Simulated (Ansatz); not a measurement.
C under changes of volume

One of the cells (5.672 Å³/atom); the others are scaled copies at fixed shape and fractional positions:

```
C
1.0
     0.00000    1.78337    1.78337
     1.78337    0.00000    1.78337
     1.78337    1.78337    0.00000
C
2
Direct
  0.75000 0.75000 0.75000
  0.50000 0.50000 0.50000
```

This isn't the form of C at room conditions, which is graphite.

| Quantity | Value |
| --- | --- |
| Program | Ansatz 0.2.0 |
| Functional | PBE |
| Potentials or basis | Ansatz PAW |
| Cutoff | 420 eV (not typed: the program's choice for these potentials) |
| k mesh | 13 × 13 × 13 |
| Occupations | fermi-dirac, width 0.05 eV |
| Spin | no spin polarisation |

| volume (Å³/atom) | energy over the lowest point (meV/atom) | pressure (GPa) | gap on the mesh (eV) |
| --- | --- | --- | --- |
| 5.332 | 34.65 | 32.2 | 4.29 |
| 5.445 | 15.80 | 21.1 | 4.24 |
| 5.558 | 4.51 | 11.0 | 4.20 |
| 5.672 | 0.00 | 1.8 | 4.15 |
| 5.785 | ? | ? | ? |
| 5.899 | 9.18 | -14.3 | 4.07 |
| 6.012 | 21.80 | -21.2 | 4.03 |

Task: What does the run at 5.785 Å³/atom give?

Result: Energy over the lowest point 1.76 meV/atom; pressure -6.6 GPa; gap on the mesh 4.11 eV.

Worked out: A Birch-Murnaghan fit of order 3 (a polynomial in V^(-2/3)) to the other rows has its minimum at 5.70 Å³/atom with B0 = V·E''(V) = 434 GPa and B' = 3.7. It gives 1.72 meV/atom at 5.785 Å³/atom, against the run's 1.76, and -dE/dV = -6.6 GPa, against -6.6. A straight line through the other rows of the gap, of slope -2.16 eV per unit of ln V, gives 4.11 eV, against the run's 4.11.

Energies are extrapolated to zero smearing.

Caveats: odd divisions of the mesh miss points on the zone boundary, where band edges often lie, so the gap on the mesh can be too wide.

A mesh can miss the band edges.
